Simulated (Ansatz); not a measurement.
# Barriers and T(E) in Si/Be, part 2 of 5

Aim: where the metal's Fermi level sits in the semiconductor's gap in Si/Be, and what the stack passes. The semiconductor is Si diamond(111), undoped, with its far face capped by hydrogen, and the metal is Be hcp(0001) sqrt3 x sqrt3, in direct contact. After relaxation the nearest pair at the metal is Be–Si at 2.43 Å, at a slant. The common net has a side of 3.868 Å, which strains the semiconductor by +0.0 % and the metal by -1.2 %, against typed lattice constants near PBE's. The first steps treat the bulk crystals alone.

Ansatz 0.2.0; PBE DFT, plane waves, PAW files (the session's first sound run).

So far. Step 2 (Layer spacing of the electrode, electrode Si …): Little changed from the start: no atom moved by 0.005 Å and no cell edge by 0.1 %.

**4. Relaxation**

System of this step: Si/Be. The cell holds 28 atoms: 12 Si, 15 Be and 1 H. Cell: a = 3.868 Å, b = 3.868 Å, c = 41.363 Å, α = 90.0°, β = 90.0°, γ = 120.0°. Vacuum lies along c.

The bonds at the contact set its dipole, and with it the barrier heights, so the interface is relaxed first in a short slab. The dipole correction removes the field between the unlike outer faces.

Contents of input.yaml:

```yaml
crystal:
  lattice:
    - [3.868, 0.0, 0.0]
    - [-1.934, 3.3497862618, 0.0]
    - [0.0, 0.0, 41.3633021489]
  atoms:
    - { symbol: Si, position: [0.0, 0.0, 0.1934081561] }
    - { symbol: Si, position: [0.33333333, 0.66666667, 0.2124953291] }
    - { symbol: Si, position: [0.33333333, 0.66666667, 0.269756848] }
    - { symbol: Si, position: [0.66666667, 0.33333333, 0.288844021] }
    - { symbol: Si, position: [0.66666667, 0.33333333, 0.3461055399] }
    - { symbol: Si, position: [0.0, 0.0, 0.3651927128] }
    - { symbol: Si, position: [0.0, 0.0, 0.4200722771] }
    - { symbol: Si, position: [0.33333333, 0.66666667, 0.4391594501] }
    - { symbol: Si, position: [0.33333333, 0.66666667, 0.496420969] }
    - { symbol: Si, position: [0.66666667, 0.33333333, 0.515508142] }
    - { symbol: Si, position: [0.66666667, 0.33333333, 0.5727696609] }
    - { symbol: Si, position: [0.0, 0.0, 0.5918568339] }
    - { symbol: Be, position: [0.33333333, 0.0, 0.6325417028] }
    - { symbol: Be, position: [0.66666666, 0.66666667, 0.6325417028] }
    - { symbol: Be, position: [0.99999999, 0.33333334, 0.6325417028] }
    - { symbol: Be, position: [0.66666666, 0.33333334, 0.6760542381] }
    - { symbol: Be, position: [0.99999999, 0.0, 0.6760542381] }
    - { symbol: Be, position: [0.33333333, 0.66666667, 0.6760542381] }
    - { symbol: Be, position: [0.33333333, 0.0, 0.7195667733] }
    - { symbol: Be, position: [0.66666666, 0.66666667, 0.7195667733] }
    - { symbol: Be, position: [0.99999999, 0.33333334, 0.7195667733] }
    - { symbol: Be, position: [0.66666666, 0.33333334, 0.7630793086] }
    - { symbol: Be, position: [0.99999999, 0.0, 0.7630793086] }
    - { symbol: Be, position: [0.33333333, 0.66666667, 0.7630793086] }
    - { symbol: Be, position: [0.33333333, 0.0, 0.8065918439] }
    - { symbol: Be, position: [0.66666666, 0.66666667, 0.8065918439] }
    - { symbol: Be, position: [0.99999999, 0.33333334, 0.8065918439] }
    - { symbol: H, position: [0.0, 0.0, 0.1571441269] }
kpoints:
  mp_grid: { grid: [8, 8, 1] }
scf:
  occupations: { method: fermi_dirac, width: 0.1 }
  max_iter: 150
hamiltonian:
  xc: pbe
efield:
  axis: 3
  dipole_correction: true
relax:
  f_tol: 0.04
  max_steps: 60
output:
  forces: true
```

Run with:

```console
$ ansatz run input.yaml --threads 8 --pin off --max-ram 24576MiB --backend cpu --events-out ev --progress --plain --runs-dir out
```

Numbers of over 12 decimals in the logs are rounded to 6 here.

Output:

```text
[...]
Crystal: 28 atoms, lattice volume = 535.943 Å³
Basis set: ecut = 420 eV, 10567 PW (Γ), exchange–correlation on 54×54×576 points (8 copies of the dense FFT grid, shifted against one another)
Bands: 68, of which v1, the nominal top of the filled ones, is band 40 counted from 1 (39 counted from 0)
Symmetry: 3 space group operations
[...]
k-points: 12 of 64 (time reversal used)
[...]
SCF iter   1: F=—  HF=-9034.032839 eV  |F-HF|=—  |Δ(HF+E_count)|=         —  Δρ=3.32e-3  dr2=1.29e0  ethr=1.77e-3  p=-0.112 e·Å  D=-3.78e-2 V/Å  ΔV_dip=1.57 eV  dr2_dipole=1.11e-1  V_vac-E_F(+/−)=5.64/4.08 eV  ⟨swp⟩=14.1  Hψ=7338  notcnv=0  defer=49
efield: sawtooth ramp at fractional position 0.9319 (placed from the atoms, in the widest stretch of the axis that holds none; the zero of the levels goes with the place), width 0.1000; the density the first Hamiltonian is built on has a dipole p = -0.112 e·Å; the dipole correction subtracts the counter field D = -3.78e-2 V/Å, which shifts the + side's vacuum level by +1.57 eV against the − side's; the planar-averaged density in the ramp window peaks in size at 1.9e-4 e/Å³
[...]
SCF iter   2: F=—  HF=-9034.218529 eV  |F-HF|=—  |Δ(HF+E_count)|=   1.86e-1  Δρ=4.90e-3  dr2=3.73e0  ethr=1.63e-3  p=0.070 e·Å  D=2.36e-2 V/Å  ΔV_dip=-0.98 eV  dr2_dipole=3.39e0  V_vac-E_F(+/−)=5.37/6.35 eV  ⟨swp⟩=3.0  Hψ=1210  notcnv=0  defer=120  recentre
[...]
SCF iter  10: F=-9033.947265 eV  HF=-9033.947273 eV  |F-HF|=7.03e-6  |Δ(HF+E_count)|=   1.12e-5  Δρ=1.35e-5  dr2=6.09e-6  ethr=5.06e-8  p=-0.063 e·Å  D=-2.13e-2 V/Å  ΔV_dip=0.88 eV  dr2_dipole=2.16e-6  V_vac-E_F(+/−)=5.38/4.50 eV  ⟨swp⟩=3.6  Hψ=2656  notcnv=0
WARN: efield: at this solve's end the planar-averaged density reaches 1.59e-5 e/Å³ inside the ramp window [0.9077, 0.0560] (bound 1e-5 e/Å³); the window's nearer edge stands 4.18 Å from this solve's nearest atom along the axis. Its work functions, free energy, forces, stress, dipole, levels and responses can be off, and this figure does not tell by how much. A short vacuum, a low `basis.ecutwfc` or `basis.ecutrho_ratio` and negative occupations (`scf.occupations.method`) can put density there. See the manual's quickstart, § The vacuum guard
SCF 1 converged in 10 iterations: F = -9033.947265 eV  dr2 = 6.09e-6
[...]
relax step   1: F+E_penalty+E_count = -9033.94726548 eV  Δ(F+E_penalty+E_count) = +0.000e0 eV  max|allowed force component| = 2.912e0 eV/Å  Δτ_max = 0.0000 Å  (10 SCF iters, dr2 threshold 4.00e-5 eV, accepted)
[...]
SCF iter   1: F=—  HF=-9034.617333 eV  |F-HF|=—  |Δ(HF+E_count)|=         —  Δρ=1.07e-2  dr2=1.26e0  ethr=1.57e-3  p=-0.063 e·Å  D=-2.13e-2 V/Å  ΔV_dip=0.88 eV  dr2_dipole=4.83e-2  V_vac-E_F(+/−)=5.40/4.52 eV  ⟨swp⟩=1.2  Hψ=4124  notcnv=0  defer=99
efield: sawtooth ramp at fractional position 0.9319 (handed on by an earlier solve), width 0.1000; the density the first Hamiltonian is built on has a dipole p = -0.063 e·Å; the dipole correction subtracts the counter field D = -2.13e-2 V/Å, which shifts the + side's vacuum level by +0.88 eV against the − side's; the planar-averaged density in the ramp window peaks in size at 3.7e-5 e/Å³
[...]
SCF iter   2: F=—  HF=-9034.655134 eV  |F-HF|=—  |Δ(HF+E_count)|=   3.78e-2  Δρ=4.39e-3  dr2=1.29e0  ethr=1.57e-3  p=0.032 e·Å  D=1.08e-2 V/Å  ΔV_dip=-0.45 eV  dr2_dipole=9.86e-1  V_vac-E_F(+/−)=5.51/5.96 eV  ⟨swp⟩=3.3  Hψ=1763  notcnv=0  defer=120
[...]
SCF iter   8: F=-9034.503509 eV  HF=-9034.503588 eV  |F-HF|=7.92e-5  |Δ(HF+E_count)|=   5.07e-5  Δρ=3.77e-5  dr2=7.86e-5  ethr=1.27e-7  p=-0.060 e·Å  D=-2.01e-2 V/Å  ΔV_dip=0.83 eV  dr2_dipole=7.67e-6  V_vac-E_F(+/−)=5.37/4.53 eV  ⟨swp⟩=4.0  Hψ=3057  notcnv=0
[...]
SCF 2 converged in 8 iterations: F = -9034.503509 eV  dr2 = 7.86e-5
[...]
relax step   2: F+E_penalty+E_count = -9034.50350862 eV  Δ(F+E_penalty+E_count) = -5.562e-1 eV  max|allowed force component| = 1.624e0 eV/Å  Δτ_max = 0.1785 Å  (8 SCF iters, dr2 threshold 1.00e-4 eV, accepted)
[...]
SCF iter   8: F=-9034.683614 eV  HF=-9034.683677 eV  |F-HF|=6.26e-5  |Δ(HF+E_count)|=   1.47e-5  Δρ=3.94e-5  dr2=6.99e-5  ethr=1.27e-7  p=-0.060 e·Å  D=-2.04e-2 V/Å  ΔV_dip=0.84 eV  dr2_dipole=8.39e-8  V_vac-E_F(+/−)=5.36/4.52 eV  ⟨swp⟩=4.0  Hψ=2998  notcnv=0
[...]
SCF 3 converged in 8 iterations: F = -9034.683614 eV  dr2 = 6.99e-5
[...]
relax step   3: F+E_penalty+E_count = -9034.68361423 eV  Δ(F+E_penalty+E_count) = -1.801e-1 eV  max|allowed force component| = 5.105e-1 eV/Å  Δτ_max = 0.2000 Å  (8 SCF iters, dr2 threshold 1.00e-4 eV, accepted)
[...]
relax step   4: F+E_penalty+E_count = -9034.71165776 eV  Δ(F+E_penalty+E_count) = -2.804e-2 eV  max|allowed force component| = 1.093e-1 eV/Å  Δτ_max = 0.0989 Å  (7 SCF iters, dr2 threshold 2.57e-5 eV, accepted)
SCF iter   1: F=—  HF=-9034.718158 eV  |F-HF|=—  |Δ(HF+E_count)|=         —  Δρ=1.72e-3  dr2=2.65e-2  ethr=3.46e-4  p=-0.060 e·Å  D=-2.02e-2 V/Å  ΔV_dip=0.83 eV  dr2_dipole=1.54e-3  V_vac-E_F(+/−)=5.37/4.53 eV  ⟨swp⟩=3.8  Hψ=2041  notcnv=0  defer=120
[...]
SCF iter  10: F=-9034.714207 eV  HF=-9034.714207 eV  |F-HF|=2.22e-9  |Δ(HF+E_count)|=   8.66e-9  Δρ=9.52e-7  dr2=1.99e-8  ethr=1.27e-10  p=-0.060 e·Å  D=-2.03e-2 V/Å  ΔV_dip=0.84 eV  dr2_dipole=2.82e-13  V_vac-E_F(+/−)=5.36/4.52 eV  ⟨swp⟩=5.0  Hψ=2478  notcnv=0
[...]
SCF 5 converged in 10 iterations: F = -9034.714207 eV  dr2 = 1.99e-8
relax step   5: F+E_penalty+E_count = -9034.71420654 eV  Δ(F+E_penalty+E_count) = -2.549e-3 eV  max|allowed force component| = 1.756e-2 eV/Å  Δτ_max = 0.0310 Å  (10 SCF iters, accepted)
SCF converged after 10 iterations
Free energy (F): -9034.714207 eV
[...]
Internal energy: -9034.608554 eV  (E = F + TS)
E sigma→0 (E₀):  -9034.661380 eV
Entropy (-TS):   -0.105652 eV (-3.773 meV/atom)
Fermi energy:    2.965573 eV
Dipole field:    D = -0.020330 V/Å  (p = -0.060214 e·Å, saw-weighted, corrected)
Work function:   Φ+ = 5.3610 eV   Φ− = 4.5205 eV
Levels:          The Fermi level and band energies are counted from a zero that moves with the ramp; work functions are not
Vacuum region:   at the solve's end the planar-averaged density reaches 3.48e-5 e/Å³ inside the ramp window [0.9077, 0.0560] (bound 1e-5 e/Å³)
[...]
--- Forces (eV/Å), atoms counted from 1 ---
  atom   1  Si     0.00000000    -0.00000000     0.00318553
  atom   2  Si     0.00000000     0.00000000    -0.00566134
  atom   3  Si     0.00000000    -0.00000000     0.00609646
  atom   4  Si    -0.00000000     0.00000000    -0.00776271
  atom   5  Si     0.00000000    -0.00000000     0.00861347
  atom   6  Si     0.00000000     0.00000000    -0.00446714
  atom   7  Si     0.00000000    -0.00000000     0.00725585
  atom   8  Si     0.00000000     0.00000000    -0.01120999
  atom   9  Si     0.00000000    -0.00000000     0.01400892
  atom  10  Si    -0.00000000     0.00000000    -0.01312412
  atom  11  Si     0.00000000    -0.00000000     0.01078726
  atom  12  Si    -0.00000000     0.00000000    -0.01193004
  atom  13  Be     0.01756175    -0.00423201    -0.00041849
  atom  14  Be    -0.01244590    -0.01309292    -0.00041849
  atom  15  Be    -0.00511585     0.01732492    -0.00041849
  atom  16  Be    -0.00000000    -0.00000000    -0.00369352
  atom  17  Be    -0.00000000    -0.00000000     0.00403951
  atom  18  Be    -0.00000000     0.00000000    -0.00728422
  atom  19  Be     0.00376937     0.00038880     0.00283376
  atom  20  Be    -0.00154798    -0.00345877     0.00283376
  atom  21  Be    -0.00222140     0.00306997     0.00283376
  atom  22  Be    -0.00000000     0.00000000     0.00494649
  atom  23  Be    -0.00000000    -0.00000000    -0.00135427
  atom  24  Be    -0.00000000    -0.00000000     0.00061846
  atom  25  Be    -0.00306471    -0.00125459     0.00053108
  atom  26  Be     0.00044585     0.00328142     0.00053108
  atom  27  Be     0.00261886    -0.00202683     0.00053108
  atom  28  H      0.00000000     0.00000000    -0.00196600
  max |Σ_I F_I| component: 6.24e-5 eV/Å
--- Relaxed structure (5 steps of the walk, 5 accepted, 0 SCFs on fresh bases) ---
  F+E_penalty+E_count = -9034.71420654 eV   max|allowed force component| = 1.756e-2 eV/Å
  atoms:
    - { symbol: Si, position: [1.850099076544398e-18, 3.4154330388551696e-17, 0.185785] }
    - { symbol: Si, position: [0.333333, 0.666667, 0.204205] }
    - { symbol: Si, position: [0.333333, 0.666667, 0.261370] }
    - { symbol: Si, position: [0.666667, 0.333333, 0.280497] }
    - { symbol: Si, position: [0.666667, 0.333333, 0.337713] }
    - { symbol: Si, position: [1.264092970152281e-18, 3.4154330388551726e-17, 0.356830] }
    - { symbol: Si, position: [3.1318539279104966e-18, 3.41543303885516e-17, 0.414069] }
    - { symbol: Si, position: [0.333333, 0.666667, 0.433164] }
    - { symbol: Si, position: [0.333333, 0.666667, 0.490383] }
    - { symbol: Si, position: [0.666667, 0.333333, 0.509489] }
    - { symbol: Si, position: [0.666667, 0.333333, 0.567140] }
    - { symbol: Si, position: [5.003569579626488e-18, 3.415433038855112e-17, 0.588218] }
    - { symbol: Be, position: [0.330589, 0.000548314, 0.638082] }
    - { symbol: Be, position: [0.669959, 0.669411, 0.638082] }
    - { symbol: Be, position: [0.999452, 0.330041, 0.638082] }
    - { symbol: Be, position: [0.666667, 0.333333, 0.681559] }
    - { symbol: Be, position: [1.0, 4.8032118196366085e-17, 0.682220] }
    - { symbol: Be, position: [0.333333, 0.666667, 0.681821] }
    - { symbol: Be, position: [0.333961, -2.996276728900954e-5, 0.725419] }
    - { symbol: Be, position: [0.666009, 0.666039, 0.725419] }
    - { symbol: Be, position: [1.000030, 0.333991, 0.725419] }
    - { symbol: Be, position: [0.666667, 0.333333, 0.769029] }
    - { symbol: Be, position: [1.0, 4.803211819636604e-17, 0.769153] }
    - { symbol: Be, position: [0.333333, 0.666667, 0.769087] }
    - { symbol: Be, position: [0.333371, -4.630414786896492e-5, 0.813532] }
    - { symbol: Be, position: [0.666582, 0.666629, 0.813532] }
    - { symbol: Be, position: [1.000046, 0.333418, 0.813532] }
    - { symbol: H, position: [1.7578538727003045e-18, 3.415433038855161e-17, 0.149405] }
```

It took 25 s on 8 threads of Arm Neoverse V2, shared host; peak memory 1.7 GiB.

Step by step:

| step | energy less that of the first step (eV) | largest force component (eV/Å) |
| --- | --- | --- |
| 1 | 0.0000 | 2.9125 |
| 2 | -0.5562 | 1.6239 |
| 3 | -0.7363 | 0.5105 |
| 4 | -0.7644 | 0.1093 |
| 5 | -0.7669 | 0.0176 |

Forces are held to the 3 operations that the run works with; a distortion that breaks them can't arise in this run.

The atoms that moved most (Å):

| atom | dx | dy | dz | length |
| --- | --- | --- | --- | --- |
| Si5 | 0.000 | 0.000 | -0.347 | 0.347 |
| Si3 | 0.000 | 0.000 | -0.347 | 0.347 |
| Si6 | 0.000 | 0.000 | -0.346 | 0.346 |
| Si4 | 0.000 | 0.000 | -0.345 | 0.345 |
| Si2 | 0.000 | 0.000 | -0.343 | 0.343 |
| H28 | 0.000 | 0.000 | -0.320 | 0.320 |
| Si1 | 0.000 | 0.000 | -0.315 | 0.315 |
| Be25 | 0.000 | 0.000 | 0.287 | 0.287 |

The relaxed structure:

```cif
data_structure
_symmetry_space_group_name_H-M 'P 1'
_symmetry_Int_Tables_number 1
_cell_length_a 3.8680
_cell_length_b 3.8680
_cell_length_c 41.3633
_cell_angle_alpha 90.000
_cell_angle_beta 90.000
_cell_angle_gamma 120.000
_cell_volume 535.94
loop_
_atom_site_label
_atom_site_type_symbol
_atom_site_fract_x
_atom_site_fract_y
_atom_site_fract_z
_atom_site_occupancy
Si1 Si 0.00000 0.00000 0.18579 1
Si2 Si 0.33333 0.66667 0.20421 1
Si3 Si 0.33333 0.66667 0.26137 1
Si4 Si 0.66667 0.33333 0.28050 1
Si5 Si 0.66667 0.33333 0.33771 1
Si6 Si 0.00000 0.00000 0.35683 1
Si7 Si 0.00000 0.00000 0.41407 1
Si8 Si 0.33333 0.66667 0.43316 1
Si9 Si 0.33333 0.66667 0.49038 1
Si10 Si 0.66667 0.33333 0.50949 1
Si11 Si 0.66667 0.33333 0.56714 1
Si12 Si 0.00000 0.00000 0.58822 1
Be13 Be 0.33059 0.00055 0.63808 1
Be14 Be 0.66996 0.66941 0.63808 1
Be15 Be 0.99945 0.33004 0.63808 1
Be16 Be 0.66667 0.33333 0.68156 1
Be17 Be 0.00000 0.00000 0.68222 1
Be18 Be 0.33333 0.66667 0.68182 1
Be19 Be 0.33396 0.99997 0.72542 1
Be20 Be 0.66601 0.66604 0.72542 1
Be21 Be 0.00003 0.33399 0.72542 1
Be22 Be 0.66667 0.33333 0.76903 1
Be23 Be 0.00000 0.00000 0.76915 1
Be24 Be 0.33333 0.66667 0.76909 1
Be25 Be 0.33337 0.99995 0.81353 1
Be26 Be 0.66658 0.66663 0.81353 1
Be27 Be 0.00005 0.33342 0.81353 1
H28 H 0.00000 0.00000 0.14940 1
```

This step gave:

| Quantity | Value |
| --- | --- |
| free energy | -9034.7142 eV |
| Fermi energy | 2.966 eV |

The largest force component on a free atom ends at 0.018 eV/Å. At one or more of this run's solves the program warned of density in the dipole ramp over its bound, where dipole, forces and levels can be off.

(Continued in part 3 of 5.)

[Logs are printed without paths, hosts, clocks, repeated set-up lines and the standing remarks that a program may print on its own settings, such as how far it seeks lower states.]

[Hosts, paths, dates, database ids (printed as entryN), source tags and the programs' standing remarks are cut or masked in the printed files.]
